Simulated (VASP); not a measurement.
**VASP 6.6.1 run: LiH**

INCAR

```
EDIFF = 1E-7
NELM = 99
PREC = Accurate
POTIM = 0.2
LWAVE = .FALSE.
NBANDS = 9
IBRION = 1
SIGMA = 0.02
ISMEAR = -1
ISIF = 3
LCHARG = .FALSE.
EDIFFG = -5E-3
NSW = 40
GGA = PS
ENCUT = 600
LREAL = Auto
LASPH = .TRUE.
```

KPOINTS

```
KPOINTS created by Atomic Simulation Environment
0
Gamma
5 5 5
0 0 0
```

POSCAR

```
Li H
 1.0000000000000000
    -0.0000000000000000    2.0029948450773136    2.0029948450773136
     2.0029948450773136    0.0000000000000000    2.0029948450773136
     2.0029948450773136    2.0029948450773136    0.0000000000000000
 Li  H
   1   1
Cartesian
 -0.0000000000000000  0.0000000000000000  0.0000000000000000
  2.0029948450773136  2.0029948450773136  2.0029948450773136
```

The recommended PBE PAW datasets give the neutral cell 4 valence electrons.

Command

```
mpirun -np 1 vasp_std
```

OSZICAR

```
N       E                     dE             d eps       ncg     rms          rms(c)
DAV:   1    -0.160813199861E+01   -0.16081E+01   -0.21220E+03   180   0.484E+02
DAV:   2    -0.628930153549E+01   -0.46812E+01   -0.46473E+01   253   0.540E+01
DAV:   3    -0.634561371787E+01   -0.56312E-01   -0.56299E-01   211   0.578E+00
DAV:   4    -0.634590019249E+01   -0.28647E-03   -0.28625E-03   252   0.382E-01
DAV:   5    -0.634590075252E+01   -0.56002E-06   -0.56000E-06   208   0.165E-02    0.269E+00
DAV:   6    -0.617696911618E+01    0.16893E+00   -0.14666E-01   222   0.115E+00    0.134E+00
DAV:   7    -0.612060858499E+01    0.56361E-01   -0.17403E-01   202   0.141E+00    0.197E-01
DAV:   8    -0.612172439992E+01   -0.11158E-02   -0.35645E-03   213   0.416E-01    0.266E-02
DAV:   9    -0.612170418905E+01    0.20211E-04   -0.65873E-05   220   0.374E-02    0.712E-03
DAV:  10    -0.612170343911E+01    0.74994E-06   -0.29419E-06   211   0.130E-02    0.221E-03
...
   3 F= -.61225961E+01 E0= -.61225961E+01  d E =-.685054E-03
       N       E                     dE             d eps       ncg     rms          rms(c)
DAV:   1    -0.612268230329E+01   -0.86102E-04   -0.15300E-03   197   0.252E-01    0.794E-02
DAV:   2    -0.612265112448E+01    0.31179E-04   -0.20986E-05   224   0.362E-02    0.461E-02
DAV:   3    -0.612263579595E+01    0.15329E-04   -0.24479E-05   262   0.228E-02    0.192E-03
DAV:   4    -0.612263631468E+01   -0.51872E-06   -0.27863E-07   181   0.531E-03    0.535E-04
DAV:   5    -0.612263587551E+01    0.43916E-06   -0.74297E-08   154   0.188E-03    0.144E-04
DAV:   6    -0.612263597719E+01   -0.10168E-06   -0.38713E-09    90   0.505E-04    0.553E-05
DAV:   7    -0.612263599662E+01   -0.19430E-07   -0.62030E-10    90   0.237E-04
   4 F= -.61226360E+01 E0= -.61226360E+01  d E =-.398781E-04
```

From OUTCAR

```
k-points           NKPTS =     10   k-points in BZ     NKDIM =     10   number of bands    NBANDS=      9

   NELECT =       4.0000    total number of electrons

   dimension x,y,z NGX =    24 NGY =   24 NGZ =   24
   dimension x,y,z NGXF=    48 NGYF=   48 NGZF=   48

  energy-cutoff  :      600.00
  volume of cell :       15.72
      direct lattice vectors                 reciprocal lattice vectors
     0.000000000  1.988072642  1.988072642    -0.251499864  0.251499864  0.251499864
     1.988072642  0.000000000  1.988072642     0.251499864 -0.251499864  0.251499864
     1.988072642  1.988072642  0.000000000     0.251499864  0.251499864 -0.251499864

 k-points in reciprocal lattice and weights: KPOINTS created by Atomic Simulation Env
   0.00000000  0.00000000  0.00000000       0.008
   0.20000000  0.00000000  0.00000000       0.064
   0.40000000  0.00000000  0.00000000       0.064
   0.20000000  0.20000000  0.00000000       0.048
   0.40000000  0.20000000  0.00000000       0.192
  -0.40000000  0.20000000  0.00000000       0.192
  -0.20000000  0.20000000  0.00000000       0.096
   0.40000000  0.40000000  0.00000000       0.048
   ...

 E-fermi :   0.6440

 k-point     1 :       0.0000    0.0000    0.0000
  band No.  band energies     occupation
      1     -43.4073      2.00000
      2      -5.3649      2.00000
      3      16.6855      0.00000
      4      18.2434      0.00000
      5      18.2434      0.00000
      6      18.2435      0.00000
      7      22.9063      0.00000
      8      22.9063      0.00000
      9      22.9063      0.00000

 k-point     2 :       0.2000    0.0000    0.0000
  band No.  band energies     occupation
      1     -43.3884      2.00000
      2      -4.6625      2.00000
      3      11.6422      0.00000
      4      16.0559      0.00000
      5      17.1834      0.00000
      6      17.1834      0.00000
      7      23.2152      0.00000
      8      23.6211      0.00000
      9      23.6211      0.00000

 k-point     3 :       0.4000    0.0000    0.0000
  band No.  band energies     occupation
      1     -43.3580      2.00000
      2      -2.9565      2.00000
      3       5.9951      0.00000
      4      14.2906      0.00000
      5      16.7251      0.00000
      6      16.7251      0.00000
      7      20.0077      0.00000
      8      20.0077      0.00000
      9      26.7126      0.00000

 k-point     4 :       0.2000    0.2000    0.0000
  band No.  band energies     occupation
      1     -43.3823      2.00000
      2      -4.3823      2.00000
      3      12.5865      0.00000
      4      14.2365      0.00000
      5      14.2365      0.00000
      6      17.5171      0.00000
      7      18.5546      0.00000
      8      25.8008      0.00000
      9      28.9107      0.00000

 k-point     5 :       0.4000    0.2000    0.0000
  band No.  band energies     occupation
      1     -43.3559      2.00000
      2      -2.7849      2.00000
      3       7.4645      0.00000
      4      10.9911      0.00000
      5      13.1886      0.00000
      6      17.0932      0.00000
      7      20.8673      0.00000
      8      26.2680      0.00000
      9      26.4482      0.00000

 ...

  Total       -0.0034354     -0.0034354     -0.0034354      0.0000000      0.0000000      0.0000000
  in kB       -0.3502328     -0.3502328     -0.3502328      0.0000000      0.0000000      0.0000000
  external PRESSURE =      -0.3502328 kB  Pullay stress =       0.0000000 kB

 POSITION                                       TOTAL-FORCE (eV/Angst)
 -----------------------------------------------------------------------------------
      0.00000      0.00000     -0.00000         0.000000      0.000000      0.000000
      1.98807      1.98807      1.98807         0.000000      0.000000     -0.000000
 -----------------------------------------------------------------------------------
    total drift:                                0.000000     -0.000000     -0.000000

  FREE ENERGIE OF THE ION-ELECTRON SYSTEM (eV)
  ---------------------------------------------------
  free  energy   TOTEN  =        -6.1226359966 eV

  energy  without entropy=       -6.1226359966  energy(sigma->0) =       -6.12263600
```

```csv
ionic step,ΔE (meV/atom),volume (Å³),largest force (eV/Å),pressure (GPa),electronic steps
1,0.0,16.07,0.000,-0.87,13
2,-0.1,16.03,0.000,-0.79,6
3,-0.4,15.65,0.000,0.17,7
4,-0.5,15.72,0.000,-0.04,7
```

It converged. Results: relaxed cell vector lengths 2.812, 2.812, 2.812 Å; relaxed cell volume 15.72 Å³.

For comparison, a separate PBEsol relaxation on usual settings, not on those above, ends at 15.69 Å³.

The run above took about 4.4 s on one core of a shared host (Intel Xeon 6975P-C) and held 0.13 GiB at most.
